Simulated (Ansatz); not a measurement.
## Where the states of Se lie

```cif
data_structure
_symmetry_space_group_name_H-M 'P3_221'
_symmetry_Int_Tables_number 154
_cell_length_a 4.3552
_cell_length_b 4.3552
_cell_length_c 4.9494
_cell_angle_alpha 90.000
_cell_angle_beta 90.000
_cell_angle_gamma 120.000
_cell_volume 81.30
loop_
_atom_site_label
_atom_site_type_symbol
_atom_site_symmetry_multiplicity
_atom_site_Wyckoff_symbol
_atom_site_fract_x
_atom_site_fract_y
_atom_site_fract_z
_atom_site_occupancy
Se1 Se 3 b 0.21700 0.00000 0.16667 1
```

The runs use the primitive cell with vectors (4.355, 0.000, 0.000), (-2.178, 3.772, 0.000), (0.000, 0.000, 4.949) Å, to which the k mesh refers.

The cell is COD entry 9008579, as deposited and not checked against the literature; nothing was relaxed.

Level of theory: DFT, LDA, all-electron LAPW, scalar-relativistic (Ansatz 0.2.0).

Settings: a Γ-centred 8×8×6 k mesh, Fermi–Dirac smearing of 0.03 eV, basis error target 0.5 meV/atom, no spin polarisation.

Which of the resolved shells contributes most in the top eV of the valence band?

Se 4p, with 95 % of all states there; Se 4s follows with 3 %.

Tabulate the density of states.

States per eV and cell, averaged over 0.4 eV, from -9.9 to 5.9 eV, with energies (bin centres) from the valence-band top; empty bins are left out. The partial columns, the largest 2 alone, are projections on Löwdin-orthogonalised atomic shells (those that the program's projection atoms carry: the occupied ones and, for some elements, an empty d or f shell; other empty shells have no column), summed over atoms of an element. Weights on diffuse s and p shells depend on that basis and aren't pure angular character.
```tsv
E (eV)	total	Se 4p	Se 4s
-9.8	0.26	0.02	0.23
-9.4	0.01	0.00	0.01
-6.2	0.11	0.11	0.00
-5.8	1.44	1.39	0.03
-5.4	2.71	2.61	0.07
-5.0	3.47	3.27	0.17
-4.6	1.81	1.67	0.12
-4.2	1.42	1.29	0.12
-3.8	1.69	1.53	0.14
-3.4	2.32	2.11	0.18
-3.0	0.49	0.44	0.04
-2.6	1.23	1.14	0.07
-2.2	2.12	1.99	0.09
-1.8	3.75	3.52	0.16
-1.4	2.27	2.17	0.06
-1.0	2.40	2.32	0.05
-0.6	2.01	1.92	0.07
-0.2	0.76	0.70	0.04
1.0	0.03	0.02	0.00
1.4	1.64	1.41	0.13
1.8	3.03	2.60	0.21
2.2	2.37	2.04	0.13
2.6	3.24	2.86	0.11
3.0	2.35	2.12	0.07
3.4	1.43	1.30	0.04
3.8	0.86	0.79	0.02
4.2	0.06	0.06	0.00
5.4	0.30	0.02	0.00
5.8	2.16	0.12	0.01
```
